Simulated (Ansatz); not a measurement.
## Li (fcc): energy against volume

Computed with DFT, PBE, plane waves (420 eV) with PAW, scalar-relativistic in Ansatz 0.2.0.

The cell is scaled uniformly from the relaxed one, with fractional coordinates and shape fixed. Energies are extrapolated to zero smearing, pressures are those at the given smearing. Magnetic state: spin not included.

A Birch-Murnaghan fit gives V₀ = 20.21 Å³/atom, B₀ = 13.8 GPa, B₀′ = 3.3.

**Question.** What are the energy above the minimum and the pressure at 19.360 Å³/atom?

**Answer.** 1.7 meV/atom and 0.66 GPa as computed.

**Question.** What are the energy above the minimum and the pressure at 20.974 Å³/atom?

**Answer.** 1.2 meV/atom and -0.46 GPa as computed.

**Question.** What are the energy above the minimum and the pressure at 22.587 Å³/atom?

**Answer.** 10.3 meV/atom and -1.26 GPa as computed.
